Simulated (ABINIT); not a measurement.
# GaSb (F-43m) in ABINIT: further runs

Aim: see how the results for GaSb move with the level of theory and the settings. Levels: HCTH407, PW91, BLYP, LDA-Teter. Tasks: band structure.

Program: ABINIT 10.8.3 (patched build). These are calculated values, not measurements. Logs are shortened: lines on timing, memory, paths and dates and some standing lists are left out, and cuts for length are marked. The log counts tension as positive stress, the text compression.

**Measured values to compare with.**

From a printed reference work, data compilation, for a bulk crystal of GaSb at 4.2 K: band gap 0.811 eV (direct).

The runs below are set against these values where they give the same quantity.

## Step 1: The crystal as given

Symmetry: F-43m, No. 216, cubic system. Conventional cell: a = 6.118 Å, b = 6.118 Å, c = 6.118 Å, α = 90.00°, β = 90.00°, γ = 90.00°. Around Sb (site symmetry -43m) lie 4 Ga at 2.65 Å. Ga (site symmetry -43m) has 4 Sb at 2.65 Å as nearest neighbours.

## Step 2: Band structure, HCTH407

The input, run.abi:

```
# Datasets: ground state, then fixed potential
ndtset 2

# Pseudopotentials
pp_dirpath "./"
pseudos "Sb.GGA_PBE-JTH.xml, Ga.GGA_PBE-JTH.xml"

# Structure
acell 3*1.0
rprim
     0.0000000000     5.7806722152     5.7806722152
     5.7806722152     0.0000000000     5.7806722152
     5.7806722152     5.7806722152     0.0000000000
ntypat 2
znucl 51 31
natom 2
typat 1 2
xred
     0.7500000000     0.7500000000     0.7500000000
     0.0000000000     0.0000000000     0.0000000000

# Plane-wave basis
ecut 462.593566 eV
pawecutdg 34.0

# Exchange and correlation
ixc 27

# Bands and occupations
occopt 3
tsmear 0.05 eV

# SCF cycle
nstep 100

# Output
iomode 3
prtwf 0
prteig 0
prtebands 0
enunit 1
prtden1 1

# Dataset 1
kptopt1 1
ngkpt1 8 8 8
nshiftk1 1
shiftk1 0.0 0.0 0.0
nband1 18
tolvrs1 1.0e-9

# Dataset 2: bands along G-X-W-K-G-L-U-W-L-K
iscf2 -2
getden2 1
nband2 22
nbdbuf2 2
tolwfr2 1.0e-12
kptopt2 -9
ndivsm2 6
prteig2 1
kptbounds2
     0.0000000000     0.0000000000     0.0000000000
     0.5000000000     0.0000000000     0.5000000000
     0.5000000000     0.2500000000     0.7500000000
     0.3750000000     0.3750000000     0.7500000000
     0.0000000000     0.0000000000     0.0000000000
     0.5000000000     0.5000000000     0.5000000000
     0.6250000000     0.2500000000     0.6250000000
     0.5000000000     0.2500000000     0.7500000000
     0.5000000000     0.5000000000     0.5000000000
     0.3750000000     0.3750000000     0.7500000000
```

Potentials or basis: JTH PAW PBE v2.0.

On the command line:

```bash
abinit run.abi > log 2>&1
```

run.abo:

```text
.Version 10.8.3 of ABINIT
 DATASET    1 : space group F-4 3 m (#216); Bravais cF (face-center cubic)
================================================================================
 Values of the parameters that define the memory need for DATASET  1.
     intxc =       0    ionmov =       0      iscf =       7    lmnmax =      18
     lnmax =       6     mgfft =      32  mpssoang =       3    mqgrid =    3001
     natom =       2  nloc_mem =       2    nspden =       1   nspinor =       1
    nsppol =       1      nsym =      24    n1xccc =       1    ntypat =       2
    occopt =       3   xclevel =       2
       mpw =        1308          nfft =       32768          nkpt =          29
 PAW method is used; the additional fine FFT grid is defined by:
   mgfftf=        45    nfftf =     91125
================================================================================
================================================================================

 DATASET    2 : space group F-4 3 m (#216); Bravais cF (face-center cubic)
================================================================================
 Values of the parameters that define the memory need for DATASET  2.
     intxc =       0    ionmov =       0      iscf =      -2    lmnmax =      18
     lnmax =       6     mgfft =      32  mpssoang =       3    mqgrid =    3001
     natom =       2  nloc_mem =       2    nspden =       1   nspinor =       1
    nsppol =       1      nsym =      24    n1xccc =       1    ntypat =       2
    occopt =       3   xclevel =       2
       mpw =        1313          nfft =       32768          nkpt =         103
 PAW method is used; the additional fine FFT grid is defined by:
   mgfftf=        45    nfftf =     91125
================================================================================
================================================================================

--------------------------------------------------------------------------------
------------- Echo of variables that govern the present computation ------------
--------------------------------------------------------------------------------
 -outvars: echo values of preprocessed input variables --------
            acell      1.0000000000E+00  1.0000000000E+00  1.0000000000E+00 Bohr
              amu      1.21753000E+02  6.97230000E+01
             ecut      1.70000000E+01 Hartree
           enunit           1
           getden1          0
           getden2          1
             iscf1          7
             iscf2         -2
                       outvar_i_n : Printing only first  50 k-points.
              ixc          27
           jdtset        1    2
                       outvar_i_n : Printing only first  50 k-points.
           kptopt1          1
           kptopt2         -9
         kptrlatt        8    0    0      0    8    0      0    0    8
          kptrlen1     6.54008404E+01
          kptrlen2     3.00000000E+01
            natom           2
            nband1         18
            nband2         22
           nbdbuf1          0
           nbdbuf2          2
           ndtset           2
           ndivsm1          0
           ndivsm2          6
            ngfft          32      32      32
          ngfftdg          45      45      45
             nkpt1         29
             nkpt2        103
            nstep         100
             nsym          24
           ntypat           2
           occopt           3
        pawecutdg      3.40000000E+01 Hartree
         pawxcdev           0
        prtebands           0
           prteig1          0
           prteig2          1
            prtwf           0
            rprim      0.0000000000E+00  5.7806722152E+00  5.7806722152E+00
                       5.7806722152E+00  0.0000000000E+00  5.7806722152E+00
                       5.7806722152E+00  5.7806722152E+00  0.0000000000E+00
           shiftk1     0.00000000E+00  0.00000000E+00  0.00000000E+00
           shiftk2     5.00000000E-01  5.00000000E-01  5.00000000E-01
          spgroup         216
           tolvrs1     1.00000000E-09
           tolvrs2     0.00000000E+00
           tolwfr1     0.00000000E+00
           tolwfr2     1.00000000E-12
           tsmear      1.83746611E-03 Hartree
            typat      1  2
           useylm           1
[... 229 lines left out ...]
...

 mkfilename : getden/=0, take file _DEN from output of DATASET   1.

 Exchange-correlation functional for the present dataset will be:
  GGA: HCTH407 functional - ixc=27
  A.D. Boese, and N.C. Handy, JCP 114, 5497 (2001)

 Real(R)+Recip(G) space primitive vectors, cartesian coordinates (Bohr,Bohr^-1):
 R(1)=  0.0000000  5.7806722  5.7806722  G(1)= -0.0864951  0.0864951  0.0864951
 R(2)=  5.7806722  0.0000000  5.7806722  G(2)=  0.0864951 -0.0864951  0.0864951
 R(3)=  5.7806722  5.7806722  0.0000000  G(3)=  0.0864951  0.0864951 -0.0864951
 Unit cell volume ucvol=  3.8633587E+02 bohr^3
 Angles (23,13,12)=  6.00000000E+01  6.00000000E+01  6.00000000E+01 degrees

 Coarse grid specifications (used for wave-functions):

 getcut: wavevector=  0.0000  0.0000  0.0000  ngfft=  32  32  32
         ecut(hartree)=     17.000   => boxcut(ratio)=   2.10895

 Fine grid specifications (used for densities):

 getcut: wavevector=  0.0000  0.0000  0.0000  ngfft=  45  45  45
         ecut(hartree)=     34.000   => boxcut(ratio)=   2.05048
--------------------------------------------------------------------------------

================================================================================
 Non-SCF case, kpt    1 (  0.00000  0.00000  0.00000), residuals and eigenvalues=
  5.39E-13  3.43E-13  5.08E-13  4.00E-13  7.12E-13  6.85E-13  3.94E-13  6.15E-13
  8.76E-13  3.49E-13  4.44E-13  2.63E-13  8.00E-13  6.71E-13  2.14E-13  6.01E-13
  3.72E-13  2.46E-13  6.25E-13  4.13E-13  8.92E-12  3.66E-13
 -9.2011E-01 -9.2011E-01 -9.2011E-01 -9.2005E-01 -9.2005E-01 -4.1391E-01
 -4.1391E-01 -4.1391E-01 -4.1277E-01 -4.1277E-01 -2.4924E-01  1.6870E-01
  1.6870E-01  1.6870E-01  1.7344E-01  2.7623E-01  2.7623E-01  2.7623E-01
  4.1197E-01  4.9451E-01  4.9451E-01  5.3739E-01
 Non-SCF case, kpt    2 (  0.02941  0.00000  0.02941), residuals and eigenvalues=
  7.75E-13  6.91E-13  4.67E-13  4.55E-13  2.83E-13  3.12E-13  6.94E-13  7.63E-13
  8.10E-13  3.45E-13  9.03E-13  3.98E-13  2.75E-13  7.98E-13  2.65E-13  7.32E-13
[... 799 lines left out ...]
  7.42E-13  3.06E-13  3.76E-13  4.80E-13  3.37E-13  3.03E-13  2.07E-13  5.88E-13
  9.87E-13  4.69E-13  5.16E-13  6.52E-13  1.89E-09  1.72E-07
 -9.2014E-01 -9.2005E-01 -9.1999E-01 -9.1997E-01 -9.1995E-01 -4.1498E-01
 -4.1338E-01 -4.1328E-01 -4.1291E-01 -4.1275E-01 -1.6722E-01 -6.8110E-02
  4.2282E-02  9.4448E-02  2.3507E-01  3.3535E-01  4.0708E-01  4.1249E-01
  4.5505E-01  5.0090E-01  6.2670E-01  6.5048E-01
 Non-SCF case, kpt  103 (  0.37500  0.37500  0.75000), residuals and eigenvalues=
  5.37E-13  4.87E-13  6.68E-13  4.22E-13  3.16E-13  5.71E-13  8.14E-13  8.44E-13
  7.00E-13  8.99E-13  9.01E-13  6.92E-13  3.98E-13  8.42E-13  5.15E-13  3.95E-13
  3.84E-13  2.96E-13  4.12E-13  2.59E-13  5.53E-09  2.48E-06
 -9.2015E-01 -9.2006E-01 -9.1998E-01 -9.1996E-01 -9.1995E-01 -4.1501E-01
 -4.1335E-01 -4.1326E-01 -4.1293E-01 -4.1275E-01 -1.6512E-01 -7.0514E-02
  4.3410E-02  9.1457E-02  2.3274E-01  3.2072E-01  4.1968E-01  4.2358E-01
  4.5922E-01  5.0684E-01  6.3096E-01  6.6318E-01

--- !ResultsGS
iteration_state: {dtset: 2, }
comment   : Summary of ground state results
lattice_vectors:
- [  0.0000000,   5.7806722,   5.7806722, ]
- [  5.7806722,   0.0000000,   5.7806722, ]
- [  5.7806722,   5.7806722,   0.0000000, ]
lattice_lengths: [   8.17511,    8.17511,    8.17511, ]
lattice_angles: [ 60.000,  60.000,  60.000, ] # degrees, (23, 13, 12)
lattice_volume:   3.8633587E+02
convergence: {deltae:  0.000E+00, res2:  0.000E+00, residm:  9.989E-13, diffor:  0.000E+00, }
etotal    :  -1.63099051E+02
entropy   :   0.00000000E+00
fermie    :   1.72444665E-01
cartesian_stress_tensor: null
pressure_GPa: null
xred      :
- [  7.5000E-01,   7.5000E-01,   7.5000E-01, Sb]
- [  0.0000E+00,   0.0000E+00,   0.0000E+00, Ga]
cartesian_forces: null
force_length_stats: {min: null, max: null, mean: null, }
...

 Integrated electronic density in atomic spheres:
 ------------------------------------------------
 Atom  Sphere_radius  Integrated_density
    1        2.40089         12.60603039
    2        2.10359         11.06608491

================================================================================

 ----iterations are completed or convergence reached----

 Mean square residual over all n,k,spin=   60.594E-14; max=  99.890E-14
 reduced coordinates (array xred) for    2 atoms
       0.750000000000      0.750000000000      0.750000000000
       0.000000000000      0.000000000000      0.000000000000

 cartesian coordinates (angstrom) at end:
    1      4.58849999686311     4.58849999686311     4.58849999686311
    2      0.00000000000000     0.00000000000000     0.00000000000000
 length scales=  1.000000000000  1.000000000000  1.000000000000 bohr
              =  0.529177210544  0.529177210544  0.529177210544 angstroms
 Eigenvalues (   eV  ) for nkpt= 103  k points:
 kpt#   1, nband= 22, wtk=  1.00000, kpt=  0.0000  0.0000  0.0000 (reduced coord)
 -25.03739  -25.03739  -25.03739  -25.03582  -25.03582  -11.26319  -11.26319  -11.26319
 -11.23208  -11.23208   -6.78226    4.59062    4.59062    4.59062    4.71946    7.51667
   7.51667    7.51667   11.21032   13.45619   13.45619   14.62313
 kpt#   2, nband= 22, wtk=  1.00000, kpt=  0.0294  0.0000  0.0294 (reduced coord)
 -25.03729  -25.03729  -25.03728  -25.03582  -25.03570  -11.26348  -11.26299  -11.26299
 -11.23213  -11.23202   -6.77064    4.16312    4.54384    4.54384    5.13772    7.48887
   7.57912    7.57912   11.27215   13.23734   13.46774   14.64884
 kpt#   3, nband= 22, wtk=  1.00000, kpt=  0.0588  0.0000  0.0588 (reduced coord)
 -25.03752  -25.03729  -25.03729  -25.03589  -25.03574  -11.26454  -11.26253  -11.26253
 -11.23229  -11.23201   -6.73590    3.67463    4.41482    4.41482    5.59332    7.41539
   7.75505    7.75505   11.45045   12.80085   13.50240   14.72101
 kpt#   4, nband= 22, wtk=  1.00000, kpt=  0.0882  0.0000  0.0882 (reduced coord)
 -25.03763  -25.03708  -25.03708  -25.03594  -25.03563  -11.26615  -11.26168  -11.26168
 -11.23256  -11.23193   -6.67816    3.18551    4.22873    4.22873    6.00615    7.32578
   8.01902    8.01902   11.72682   12.33462   13.56019   14.84337
 kpt#   5, nband= 22, wtk=  1.00000, kpt=  0.1176  0.0000  0.1176 (reduced coord)
[... 381 lines left out ...]
 -11.23445  -11.23171   -4.74888   -1.68802    1.32808    2.78692    6.54067    9.45759
  10.42076   10.58987   12.64197   13.65956   15.77628   17.28864
 kpt# 101, nband= 22, wtk=  1.00000, kpt=  0.4000  0.4000  0.7000 (reduced coord)
 -25.03817  -25.03565  -25.03456  -25.03389  -25.03313  -11.29091  -11.24938  -11.24707
 -11.23515  -11.23170   -4.64143   -1.76714    1.19621    2.67062    6.47016    9.45635
  10.66702   10.84046   12.47461   13.59934   16.47308   17.49031
 kpt# 102, nband= 22, wtk=  1.00000, kpt=  0.3875  0.3875  0.7250 (reduced coord)
 -25.03834  -25.03585  -25.03421  -25.03367  -25.03313  -11.29209  -11.24859  -11.24604
 -11.23578  -11.23159   -4.55019   -1.85337    1.15054    2.57006    6.39651    9.12530
  11.07722   11.22436   12.38257   13.63025   17.05346   17.70044
 kpt# 103, nband= 22, wtk=  1.00000, kpt=  0.3750  0.3750  0.7500 (reduced coord)
 -25.03849  -25.03605  -25.03398  -25.03336  -25.03302  -11.29299  -11.24791  -11.24527
 -11.23634  -11.23139   -4.49316   -1.91880    1.18126    2.48867    6.33308    8.72737
  11.42017   11.52623   12.49603   13.79191   17.16934   18.04592

== END DATASET(S) ==============================================================
================================================================================

 -outvars: echo values of variables after computation  --------
            acell      1.0000000000E+00  1.0000000000E+00  1.0000000000E+00 Bohr
           etotal1    -1.6309905104E+02
            fcart1    -4.6580140214E-29 -3.4935105161E-29  3.5199161840E-45
                       4.6580140214E-29  3.4935105161E-29 -3.5199161840E-45
            rprim      0.0000000000E+00  5.7806722152E+00  5.7806722152E+00
                       5.7806722152E+00  0.0000000000E+00  5.7806722152E+00
                       5.7806722152E+00  5.7806722152E+00  0.0000000000E+00
           strten1    -1.1553591896E-04 -1.1553591896E-04 -1.1553591896E-04
                       0.0000000000E+00  0.0000000000E+00  0.0000000000E+00
           xangst      4.5884999969E+00  4.5884999969E+00  4.5884999969E+00
                       0.0000000000E+00  0.0000000000E+00  0.0000000000E+00
             xred      7.5000000000E-01  7.5000000000E-01  7.5000000000E-01
                       0.0000000000E+00  0.0000000000E+00  0.0000000000E+00
 Calculation completed.
```

It took 99 s on 1 thread of Arm Neoverse V1, shared host; peak memory 0.15 GiB.

Results:

```yaml
Free_energy: -4438.1513 eV
Pressure: 3.4 GPa
Band_gap_on_the_k_mesh: 0.13 eV, direct
Band_gap_along_the_path: 0.13 eV, direct
Valence_electrons_inside_the_program's_atomic_spheres: Sb 12.61; Ga 11.07
```

Levels at the corners of the path, in eV from the valence-band top:
| point | band 11 | band 12 | band 13 | band 14 | band 15 | band 16 | band 17 | band 18 |
| --- | --- | --- | --- | --- | --- | --- | --- | --- |
| Γ | -11.37 | 0.00 | 0.00 | 0.00 | 0.13 | 2.93 | 2.93 | 2.93 |
| X | -9.02 | -6.68 | -2.47 | -2.47 | 1.24 | 1.68 | 8.79 | 8.79 |
| W | -8.98 | -6.56 | -3.17 | -2.95 | 3.79 | 4.61 | 4.70 | 5.12 |
| K | -9.08 | -6.51 | -3.41 | -2.10 | 1.74 | 4.14 | 6.83 | 6.94 |
| Γ | -11.37 | 0.00 | 0.00 | 0.00 | 0.13 | 2.93 | 2.93 | 2.93 |
| L | -9.81 | -6.20 | -1.11 | -1.11 | 0.63 | 3.95 | 3.95 | 7.17 |
| U | -9.08 | -6.51 | -3.41 | -2.10 | 1.74 | 4.14 | 6.83 | 6.94 |
| W | -8.98 | -6.56 | -3.17 | -2.95 | 3.79 | 4.61 | 4.70 | 5.12 |
| L | -9.81 | -6.20 | -1.11 | -1.11 | 0.63 | 3.95 | 3.95 | 7.17 |
| K | -9.08 | -6.51 | -3.41 | -2.10 | 1.74 | 4.14 | 6.83 | 6.94 |

Caveat: the PAW data sets were made with another functional, which shifts forces and pressure a little; spin-orbit coupling is left out, which moves the levels of the heavy elements.

(Part 1 of 2 ends here.)
